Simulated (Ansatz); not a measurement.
# ZrC, one cell by several methods

```xyz
2
Lattice="0.0000 2.3032 2.3502 2.3032 0.0000 2.3502 2.3032 2.3032 0.0000" Properties=species:S:1:pos:R:3 pbc="T T T"
Zr    2.3032    2.3032    2.3502
C     0.0000    0.0000    0.0000
```

Atoms are numbered in the order listed.

Conventional cell: a = 3.257 Å, b = 3.257 Å, c = 4.700 Å, α = 90.00°, β = 90.00°, γ = 90.00°. Around Zr (atom 1) lie 6 C at 2.30 to 2.35 Å. Around C (atom 2) lie 6 Zr at 2.30 to 2.35 Å.

Structure: COD 1562921, as refined from experiment and not relaxed. The listed cell was then made from it by scaling, straining or moving an atom.

Methods: DFT, PBE, PAW with Ansatz's default frozen-core files, scalar-relativistic (Ansatz 0.2.0); DFT, PBE, all-electron PAW with datasets made for the crystal, scalar-relativistic (Ansatz 0.2.0); DFT, PBE, all-electron LAPW, scalar-relativistic (Ansatz 0.2.0).

For PAW: a Γ-centred 15×15×15 k mesh, Fermi–Dirac smearing of 0.05 eV, cutoff 420 eV, no spin polarisation. The crystal-made all-electron datasets (AE datasets) take a cutoff of 300 eV at this cell. LAPW targets a basis error of 0.25 meV/atom. The Ansatz runs share mesh, smearing and spin set-up. Plane-wave (PAW) pressures include the program's estimate of the Pulay term.

Stress and pressure are positive in compression.

The change that made this cell: equal xx and yy strain of -2 %.

Spin–orbit coupling is left out, which moves gradients at and beside heavy atoms by some per cent and at worst by a factor of two.

In a metal, gradients converge slowly with the k mesh: the values move by tens of per cent from one mesh to another, at times in sign, so only the comparison on one mesh counts.

```json
{"quantity": "pressure (GPa)", "PAW": "11.32", "AE datasets": "11.38", "LAPW": "11.38"}
{"quantity": "stress xx (GPa)", "PAW": "14.16", "AE datasets": "14.22", "LAPW": "14.22"}
{"quantity": "stress zz (GPa)", "PAW": "5.63", "AE datasets": "5.69", "LAPW": "5.69"}
{"quantity": "field gradient Vzz at Zr1 (10²¹ V/m²)", "PAW": "3.10", "AE datasets": "3.10", "LAPW": "–"}
```

PAW's pressure differs from the LAPW value by -0.06 GPa. Datasets made for the crystal and LAPW share parts of one code, so their agreement isn't an independent check.
